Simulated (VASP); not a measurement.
# ZrSe2 (P-3m1) in VASP: a series of runs

One crystal, ZrSe2, is run at these levels: PBE, PBEsol; tasks: equation of state.

Program: VASP 6.6.1. These are calculated values, not measurements. Logs are shortened: lines on timing, memory, paths and dates and some standing lists are left out, and cuts for length are marked.

**1. The crystal as given**

The structure is trigonal, space group P-3m1 (No. 164). Conventional cell: a = 3.798 Å, b = 3.798 Å, c = 6.192 Å, α = 90.00°, β = 90.00°, γ = 120.00°. Around Zr (site symmetry -3m) lie 6 Se at 2.68 Å. Se (site symmetry 3m) is surrounded by 3 Zr at 2.68 Å.

**2. Equation of state, PBE, 24.24 Å³/atom (volume scaled by 0.94)**

The input, INCAR:

```
SYSTEM = ZrSe2
ALGO = Normal
EDIFF = 1E-7
ENCUT = 520
GGA = PE
ISIF = 2
ISMEAR = -1
LASPH = .True.
LCHARG = .False.
LREAL = .False.
LWAVE = .False.
NBANDS = 19
NELM = 100
PREC = Accurate
SIGMA = 0.05
```

The input, KPOINTS:

```
k-points
0
Gamma
  8 8 5
  0 0 0
```

The input, POSCAR:

```
ZrSe2
1.0
    3.7204680409      0.0000000000      0.0000000000
   -1.8602340205      3.2220198374      0.0000000000
    0.0000000000      0.0000000000      6.0655971852
Zr Se
1 2
Direct
    0.0000000000      0.0000000000      0.0000000000
    0.6666666667      0.3333333333      0.7500000000
    0.3333333333      0.6666666667      0.2500000000
```

Potentials or basis: VASP PAW PBE potentials, release 64 (Zr_sv, Se).

Started as:

```sh
$ cat potpaw_PBE.64/Zr_sv/POTCAR potpaw_PBE.64/Se/POTCAR > POTCAR
$ mpirun -np 1 vasp_std > vasp.out
```

OUTCAR:

```text
SYSTEM = ZrSe2
   EDIFF = 1E-7
   ENCUT = 520
   GGA = PE
   ISIF = 2
   ISMEAR = -1
   LASPH = .True.
   LREAL = .False.
   NELM = 100
   PREC = Accurate

 ion  position               nearest neighbor table
   1  0.000  0.000  0.000-   2 2.63   3 2.63   2 2.63   3 2.63   2 2.63   3 2.63
   2  0.667  0.333  0.750-   1 2.63   1 2.63   1 2.63
   3  0.333  0.667  0.250-   1 2.63   1 2.63   1 2.63

  LATTYP: Found a hexagonal cell.
 ALAT       =     3.7204680409
 C/A-ratio  =     1.6303317536

  Lattice vectors:

 A1 = (   3.7204680409,   0.0000000000,   0.0000000000)
 A2 = (  -1.8602340205,   3.2220198374,   0.0000000000)
 A3 = (   0.0000000000,   0.0000000000,   6.0655971852)

Analysis of symmetry for initial positions (statically):
=====================================================================
 Subroutine PRICEL returns:
 Original cell was already a primitive cell.

 Routine SETGRP: Setting up the symmetry group for a
 hexagonal supercell.

 Subroutine GETGRP returns: Found 12 space group operations
 (whereof 12 operations were pure point group operations)
 out of a pool of 24 trial point group operations.

The static configuration has the point symmetry D_3d.

Analysis of symmetry for dynamics (positions and initial velocities):
=====================================================================
 Subroutine PRICEL returns:
 Original cell was already a primitive cell.

 Routine SETGRP: Setting up the symmetry group for a
 hexagonal supercell.

 Subroutine GETGRP returns: Found 12 space group operations
 (whereof 12 operations were pure point group operations)
 out of a pool of 24 trial point group operations.

The dynamic configuration has the point symmetry D_3d.

 Subroutine INISYM returns: Found 12 space group operations
 (whereof 12 operations are pure point group operations),
 and found     1 'primitive' translations

----------------------------------------------------------------------------------------

                                     Primitive cell

  volume of cell :      72.7109

  direct lattice vectors                    reciprocal lattice vectors
     3.720468041  0.000000000  0.000000000     0.268783387  0.155182161  0.000000000
    -1.860234021  3.222019837  0.000000000     0.000000000  0.310364321  0.000000000
     0.000000000  0.000000000  6.065597185     0.000000000  0.000000000  0.164864228

  length of vectors
     3.720468041  3.720468041  6.065597185     0.310364321  0.310364321  0.164864228

  position of ions in fractional coordinates (direct lattice)
     0.000000000  0.000000000  0.000000000
     0.666666667  0.333333333  0.750000000
     0.333333333  0.666666667  0.250000000

  ion indices of the primitive-cell ions
   primitive index   ion index
                 1           1
                 2           2
                 3           3

----------------------------------------------------------------------------------------

 KPOINTS: k-points

Automatic generation of k-mesh.
 Grid dimensions read from file:
 generate k-points for:    8    8    5

 Generating k-lattice:

  Cartesian coordinates                     Fractional coordinates (reciprocal lattice)
     0.033597923  0.019397770  0.000000000     0.125000000  0.000000000  0.000000000
     0.000000000  0.038795540  0.000000000     0.000000000  0.125000000  0.000000000
     0.000000000  0.000000000  0.032972846     0.000000000  0.000000000  0.200000000

  Length of vectors
     0.038795540  0.038795540  0.032972846

  Shift w.r.t. Gamma in fractional coordinates (k-lattice)
     0.000000000  0.000000000  0.000000000

 Subroutine IBZKPT returns following result:
 ===========================================

 Found     40 irreducible k-points:

 Following reciprocal coordinates:
            Coordinates               Weight
  0.000000  0.000000  0.000000      1.000000
  0.125000  0.000000  0.000000      6.000000
  0.250000  0.000000  0.000000      6.000000
  0.375000  0.000000  0.000000      6.000000
  0.500000  0.000000  0.000000      3.000000
  0.125000  0.125000  0.000000      6.000000
[... 32 lines left out ...]
  0.250000  0.250000  0.400000     12.000000
  0.375000  0.250000  0.400000     12.000000
   k-points           NKPTS =     40   k-points in BZ     NKDIM =     40   number of bands    NBANDS=     19
   number of dos      NEDOS =    301   number of ions     NIONS =      3
   total plane-waves  NPLWV =  37632
   dimension x,y,z NGX =    28 NGY =   28 NGZ =   48
   dimension x,y,z NGXF=    56 NGYF=   56 NGZF=   96
   ions per type =               1   2
   NGX,Y,Z   is equivalent  to a cutoff of  12.51, 12.51, 13.16 a.u.
   NGXF,Y,Z  is equivalent  to a cutoff of  25.02, 25.02, 26.31 a.u.
 SYSTEM =  ZrSe2
   PREC   = accura    normal or accurate (medium, high low for compatibility)
   ISTART =      0    job   : 0-new  1-cont  2-samecut
   ICHARG =      2    charge: 1-file 2-atom 10-const
   ISPIN  =      1    spin polarized calculation?
   LNONCOLLINEAR =      F non collinear calculations
   LSORBIT =      F    spin-orbit coupling
   LASPH  =      T    aspherical Exc in radial PAW
   ENCUT  =  520.0 eV  38.22 Ry    6.18 a.u.   6.92  6.92 11.28*2*pi/ulx,y,z
   NELM   =    100;   NELMIN=  2; NELMDL= -5     # of ELM steps
   EDIFF  = 0.1E-06   stopping-criterion for ELM
   LREAL  =      F    real-space projection
   EDIFFG = 0.1E-05   stopping-criterion for IOM
   NSW    =      0    number of steps for IOM
   IBRION =     -1    ionic relax: 0-MD 1-quasi-New 2-CG
   NFREE  =      0    steps in history (QN), initial steepest desc. (CG)
   ISIF   =      2    stress and relaxation
   ISYM   =      2    0-nonsym 1-usesym 2-fastsym
   POTIM  = 0.5000    time-step for ionic-motion
   TEBEG  =    0.0;   TEEND  =   0.0 temperature during run
   PSTRESS=    0.0 pullay stress
   NELECT =      24.0000    total number of electrons
   NUPDOWN=      -1.0000    fix difference up-down
   EMIN   =  10.00;   EMAX   =-10.00  energy-range for DOS
   EFERMI =   0.00;   METHOD = LEGACY
   ISMEAR =    -1;   SIGMA  =   0.05  broadening in eV -4-tet -1-fermi 0-gaus
   EFERMI_NEDOS =   21; number of points for ismear=-14 and -15
   IALGO  =     38    algorithm
   IMIX   =      4    mixing-type and parameters
     AMIX     =   0.40;   BMIX     =  1.00
     AMIX_MAG =   1.60;   BMIX_MAG =  1.00
  volume/ion in A,a.u.               =      24.24       163.56
  Fermi-wavevector in a.u.,A,eV,Ry     =   1.131389  2.138016 17.416030  1.280042
  Thomas-Fermi vector in A             =   2.268088
   LORBIT       =      0    0 simple, 1 ext, 2 COOP (PROOUT), +10 PAW based schemes
   GGA     = PE    functional components
   LHFCALC =     F    Hartree Fock is set to
   AEXX    =    0.0000 exact exchange contribution
   IVDW    =     0    specifies the selected vdW correction
   LEPSILON=     F    determine dielectric tensor
   LRPA    =     F    only Hartree local field effects (RPA)
 non-spin polarized calculation
  energy-cutoff  :      520.00
  volume of cell :       72.71
 maximum number of plane-waves:      1972
   NGX = 13   NGY = 13   NGZ = 23

 number of electron      23.9999998 magnetization

 Free energy of the ion-electron system (eV)
  ---------------------------------------------------
  ext. energy  EPLUGINS =         0.00000000
  ---------------------------------------------------
  free energy    TOTEN  =       -19.42552437 eV

  energy without entropy =      -19.42476462  energy(sigma->0) =      -19.42514450

 E-fermi :   5.0233     XC(G=0):  -9.7273

 val. band max:        4.8625524219   @ k =   0.0000   0.0000   0.0000
 cond. band min:       5.1958608032   @ k =   0.5000   0.0000   0.4000
 fundamental gap:      0.3333083813
 Fermi energy:         5.0232678977

 k-point     1 :       0.0000    0.0000    0.0000
  band No.  band energies     occupation
      1     -44.4395      2.00000
      2     -22.5476      2.00000
      3     -22.4044      2.00000
      4     -22.4044      2.00000
      5      -8.6612      2.00000
      6      -7.2122      2.00000
[... 11 lines left out ...]
     18       9.9649      0.00000
     19       9.9956      0.00000

 k-point     2 :       0.1250    0.0000    0.0000
  band No.  band energies     occupation
      1     -44.4370      2.00000
      2     -22.5389      2.00000
      3     -22.4407      2.00000
      4     -22.4120      2.00000
      5      -8.5023      2.00000
      6      -7.2364      2.00000
[... 11 lines left out ...]
     18      10.8128      0.00000
     19      11.2656      0.00000

 k-point     3 :       0.2500    0.0000    0.0000
  band No.  band energies     occupation
      1     -44.4310      2.00000
      2     -22.5301      2.00000
      3     -22.5146      2.00000
      4     -22.4303      2.00000
      5      -8.0955      2.00000
      6      -7.2904      2.00000
[... 11 lines left out ...]
     18      11.8212      0.00000
     19      12.6628      0.00000

 k-point     4 :       0.3750    0.0000    0.0000
  band No.  band energies     occupation
      1     -44.4250      2.00000
      2     -22.6123      2.00000
      3     -22.4955      2.00000
      4     -22.4484      2.00000
      5      -7.6809      2.00000
      6      -7.2959      2.00000
[... 11 lines left out ...]
     18      11.5536      0.00000
     19      12.1577      0.00000

 k-point     5 :       0.5000    0.0000    0.0000
  band No.  band energies     occupation
      1     -44.4226      2.00000
      2     -22.6467      2.00000
      3     -22.4867      2.00000
      4     -22.4559      2.00000
      5      -7.5676      2.00000
      6      -7.2154      2.00000
[... 11 lines left out ...]
     18      10.8698      0.00000
     19      12.4563      0.00000
[... 686 lines left out ...]
      2     -22.6268      2.00000
      3     -22.4877      2.00000
      4     -22.4757      2.00000
      5      -7.5749      2.00000
      6      -7.2011      2.00000
[... 11 lines left out ...]
     18      10.8546      0.00000
     19      12.0256      0.00000

 k-point    38 :      -0.1250    0.5000    0.4000
  band No.  band energies     occupation
      1     -44.4226      2.00000
      2     -22.6268      2.00000
      3     -22.4877      2.00000
      4     -22.4757      2.00000
      5      -7.6127      2.00000
      6      -7.1545      2.00000
[... 11 lines left out ...]
     18      11.0152      0.00000
     19      11.7315      0.00000

 k-point    39 :       0.2500    0.2500    0.4000
  band No.  band energies     occupation
      1     -44.4226      2.00000
      2     -22.5991      2.00000
      3     -22.5062      2.00000
      4     -22.4857      2.00000
      5      -7.4727      2.00000
      6      -7.3123      2.00000
[... 11 lines left out ...]
     18      12.0538      0.00000
     19      12.6917      0.00000

 k-point    40 :       0.3750    0.2500    0.4000
  band No.  band energies     occupation
      1     -44.4208      2.00000
      2     -22.6002      2.00000
      3     -22.5332      2.00000
      4     -22.4815      2.00000
      5      -7.4183      2.00000
      6      -7.2270      2.00000
[... 11 lines left out ...]
     18      11.8176      0.00000
     19      12.7853      0.00000

------------------------ aborting loop because EDIFF is reached ----------------------------------------

  FORCE on cell =-STRESS in cart. coord.  units (eV):
  Direction    XX          YY          ZZ          XY          YZ          ZX
  --------------------------------------------------------------------------------------
  -------------------------------------------------------------------------------------
  Total        3.3634409      3.3634409      3.9552525     -0.0000000      0.0000000      0.0000000
  in kB       74.1131081     74.1131081     87.1536220     -0.0000000      0.0000000      0.0000000
  external PRESSURE =      78.4599461 kB  Pullay stress =       0.0000000 kB

 VOLUME and BASIS-vectors are now :
 -----------------------------------------------------------------------------
  energy-cutoff  :      520.00
  volume of cell :       72.71
      direct lattice vectors                 reciprocal lattice vectors
     3.720468041  0.000000000  0.000000000     0.268783387  0.155182161  0.000000000
    -1.860234021  3.222019837  0.000000000     0.000000000  0.310364321  0.000000000
     0.000000000  0.000000000  6.065597185     0.000000000  0.000000000  0.164864228

 POSITION                                       TOTAL-FORCE (eV/Angst)
 -----------------------------------------------------------------------------------
      0.00000      0.00000      0.00000         0.000000      0.000000      0.000000
      1.86023      1.07401      4.54920         0.000000      0.000000     -1.039839
     -0.00000      2.14801      1.51640        -0.000000      0.000000      1.039839
 -----------------------------------------------------------------------------------
    total drift:                               -0.000000     -0.000000     -0.000000

  FREE ENERGIE OF THE ION-ELECTRON SYSTEM (eV)
  ---------------------------------------------------
  free  energy   TOTEN  =       -19.4255243741 eV

  energy  without entropy=      -19.4247646199  energy(sigma->0) =      -19.42514450
```

It took 30 s on 1 thread of AMD EPYC 9R45 (Zen 5), shared host; peak memory 0.18 GiB.

Results:

```yaml
Free_energy: -19.4255 eV
Pressure: 7.8 GPa
Largest_force: 1.040 eV/Å
Band_gap_on_the_k_mesh: 0.33 eV, indirect (least direct gap 1.04 eV)
```

Caveat: an odd mesh through Γ misses points on the zone boundary, where band edges often lie; this functional lacks dispersion, which binds the layers, so the pressure and a relaxed spacing across them are unreliable; forces of over 1 eV/Å show positions far from the minimum, so gaps and moduli don't describe the material at rest.

**3. Equation of state, PBE, 24.75 Å³/atom (volume scaled by 0.96)**

The input, INCAR:

```
SYSTEM = ZrSe2
  PREC = Accurate
  ENCUT = 520
  EDIFF = 1E-7
  ISMEAR = -1
  SIGMA = 0.05
  LREAL = .FALSE.
  LASPH = .TRUE.
  NELM = 100
  ALGO = Normal
  ISIF = 2
  LWAVE = .FALSE.
  LCHARG = .FALSE.
  GGA = PE
  NBANDS = 19
```

The input, KPOINTS:

```
regular mesh
0
G
  8 8 5
  0 0 0
```

The input, POSCAR:

```
ZrSe2
1.0
    3.7466693833      0.0000000000      0.0000000000
   -1.8733346917      3.2447108656      0.0000000000
    0.0000000000      0.0000000000      6.1083140657
Zr Se
1 2
Direct
    0.0000000000      0.0000000000      0.0000000000
    0.6666666667      0.3333333333      0.7500000000
    0.3333333333      0.6666666667      0.2500000000
```

Potentials or basis: VASP PAW PBE potentials, release 64 (Zr_sv, Se).

Started as:

```sh
$ cat potpaw_PBE.64/Zr_sv/POTCAR potpaw_PBE.64/Se/POTCAR > POTCAR
$ mpirun -np 1 vasp_std > vasp.out
```

It took 32 s on 1 thread of AMD EPYC 9R45 (Zen 5), shared host; peak memory 0.18 GiB.

The run converged. Its results:

```
Free energy            : -19.4910 eV
Pressure               : 5.7 GPa
Largest force          : 0.775 eV/Å
Band gap on the k mesh : 0.36 eV, indirect (least direct gap 1.04 eV)
```

Caveat: an odd mesh through Γ misses points on the zone boundary, where band edges often lie; this functional lacks dispersion, which binds the layers, so the pressure and a relaxed spacing across them are unreliable.

**4. Equation of state, PBE, 25.27 Å³/atom (volume scaled by 0.98)**

The input, INCAR:

```
ALGO = Normal
EDIFF = 1E-7
ENCUT = 520
GGA = PE
ISIF = 2
ISMEAR = -1
LASPH = T
LCHARG = F
LREAL = F
LWAVE = F
NBANDS = 19
NELM = 100
PREC = Accurate
SIGMA = 0.05
```

The input, KPOINTS:

```
k-points
0
Gamma
  8 8 5
```

The input, POSCAR:

```
ZrSe2
1.0
    3.7725092991      0.0000000000      0.0000000000
   -1.8862546495      3.2670888890      0.0000000000
    0.0000000000      0.0000000000      6.1504417008
Zr Se
1 2
Direct
    0.0000000000      0.0000000000      0.0000000000
    0.6666666667      0.3333333333      0.7500000000
    0.3333333333      0.6666666667      0.2500000000
```

Started as:

```sh
$ cat potpaw_PBE.64/Zr_sv/POTCAR potpaw_PBE.64/Se/POTCAR > POTCAR
$ mpirun -np 1 vasp_std > vasp.out
```

Run time: 34 s. Hardware: 1 thread of AMD EPYC 9R45 (Zen 5), shared host; peak memory 0.18 GiB.

Results (log left out):

| Quantity | Value |
| --- | --- |
| Free energy | -19.5369 eV |
| Pressure | 3.8 GPa |
| Largest force | 0.530 eV/Å |
| Band gap on the k mesh | 0.39 eV, indirect (least direct gap 1.05 eV) |

Caveat: an odd mesh through Γ misses points on the zone boundary, where band edges often lie; this functional lacks dispersion, which binds the layers, so the pressure and a relaxed spacing across them are unreliable.

**5. Equation of state, PBE, 26.30 Å³/atom (volume scaled by 1.02)**

The input, INCAR:

```
SYSTEM = ZrSe2
ALGO     = Normal         ! electronic algorithm
EDIFF    = 1E-7           ! SCF threshold, eV
ENCUT    = 520            ! plane-wave cutoff, eV
GGA      = PE             ! functional
ISIF     = 2              ! what is computed and relaxed
ISMEAR   = -1             ! smearing method
LASPH    = .True.         ! aspherical terms in the spheres
LCHARG   = .False.        ! write CHGCAR
LREAL    = .False.        ! projectors in reciprocal space
LWAVE    = .False.        ! write WAVECAR
NBANDS   = 19             ! bands
NELM     = 100            ! most SCF steps
PREC     = Accurate       ! precision mode
SIGMA    = 0.05           ! smearing width, eV
```

The input, KPOINTS:

```
k-points
0
Gamma
  8 8 5
  0 0 0
```

The input, POSCAR:

```
ZrSe2
1.0
    3.8231530509      0.0000000000      0.0000000000
   -1.9115765255      3.3109476647      0.0000000000
    0.0000000000      0.0000000000      6.2330078176
Zr Se
1 2
Direct
    0.0000000000      0.0000000000      0.0000000000
    0.6666666667      0.3333333333      0.7500000000
    0.3333333333      0.6666666667      0.2500000000
```

Started as:

```sh
$ cat potpaw_PBE.64/Zr_sv/POTCAR potpaw_PBE.64/Se/POTCAR > POTCAR
$ mpirun -np 1 vasp_std > vasp.out
```

Run time: 33 s. Hardware: 1 thread of AMD EPYC 9R45 (Zen 5), shared host; peak memory 0.18 GiB.

Results (log left out):

* Free energy: -19.5771 eV
* Pressure: 0.4 GPa
* Largest force: 0.089 eV/Å
* Band gap on the k mesh: 0.43 eV, indirect (least direct gap 1.05 eV)

Caveat: an odd mesh through Γ misses points on the zone boundary, where band edges often lie; this functional lacks dispersion, which binds the layers, so the pressure and a relaxed spacing across them are unreliable.

**6. Equation of state, PBE, 26.82 Å³/atom (volume scaled by 1.04)**

The input, INCAR:

```
ALGO     = Normal         # electronic algorithm
EDIFF    = 1E-7           # SCF threshold, eV
ENCUT    = 520            # plane-wave cutoff, eV
GGA      = PE             # functional
ISIF     = 2              # what is computed and relaxed
ISMEAR   = -1             # smearing method
LASPH    = T              # aspherical terms in the spheres
LCHARG   = F              # write CHGCAR
LREAL    = F              # projectors in reciprocal space
LWAVE    = F              # write WAVECAR
NBANDS   = 19             # bands
NELM     = 100            # most SCF steps
PREC     = Accurate       # precision mode
SIGMA    = 0.05           # smearing width, eV
```

The input, KPOINTS:

```
k-points
0
Gamma
  8 8 5
```

The input, POSCAR:

```
ZrSe2
1.0
    3.8479794157      0.0000000000      0.0000000000
   -1.9239897079      3.3324479273      0.0000000000
    0.0000000000      0.0000000000      6.2734830285
Zr Se
1 2
Direct
    0.0000000000      0.0000000000      0.0000000000
    0.6666666667      0.3333333333      0.7500000000
    0.3333333333      0.6666666667      0.2500000000
```

Potentials or basis: VASP PAW PBE potentials, release 64 (Zr_sv, Se).

Started as:

```sh
$ cat potpaw_PBE.64/Zr_sv/POTCAR potpaw_PBE.64/Se/POTCAR > POTCAR
$ mpirun -np 1 vasp_std > vasp.out
```

Wall time 37 s (1 thread of AMD EPYC 9R45 (Zen 5), shared host); peak memory 0.19 GiB.

It converged, with:

```yaml
Free_energy: -19.5746 eV
Pressure: -1.0 GPa
Largest_force: 0.109 eV/Å
Band_gap_on_the_k_mesh: 0.45 eV, indirect (least direct gap 1.06 eV)
```

Caveat: an odd mesh through Γ misses points on the zone boundary, where band edges often lie; this functional lacks dispersion, which binds the layers, so the pressure and a relaxed spacing across them are unreliable.

(Part 1 of 2 ends here.)
